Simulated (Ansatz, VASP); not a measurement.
SrVO3 in VASP and in Ansatz

```
CELL_PARAMETERS angstrom
3.84090 0.00000 0.00000
0.00000 3.84090 0.00000
0.00000 0.00000 3.84090
ATOMIC_POSITIONS crystal
Sr 0.50000 0.50000 0.50000
V 0.00000 0.00000 0.00000
O 0.00000 0.00000 0.50000
O 0.00000 0.50000 0.00000
O 0.50000 0.00000 0.00000
```

Alike in both runs: task single point; functional PBE; k mesh 7 × 7 × 7; occupations fermi-dirac, width 0.05 eV; collinear spin, ferromagnetic start.

```csv
,VASP,Ansatz
version,VASP 6.6.1,Ansatz 0.2.0
potentials or method,"VASP PAW PBE potentials, release 64 (Sr_sv, V_sv, O)",Ansatz PAW
plane-wave cutoff (eV),520,420
valence electrons in the cell,41,41
```

```tsv
	VASP	Ansatz	Ansatz less VASP
gap on the k mesh at the Fermi level (eV)	none	none	-
pressure (GPa)	3.3	2.4	-0.90
net moment per atom (μB)	0.00	0.00	0.000
```

A gap of «none» marks a metal or a gap that the smearing closes.

Caveats: semilocal functionals often make such compounds metallic where correlation or magnetic order opens a gap, which also shifts bond lengths; the pressure holds a Pulay correction of +0.7 GPa for the finite cutoff (Ansatz); the starting moments weren't kept (Ansatz). With open d or f shells a metallic result of PBE can be an artefact of self-interaction; +U or a hybrid may open a gap.
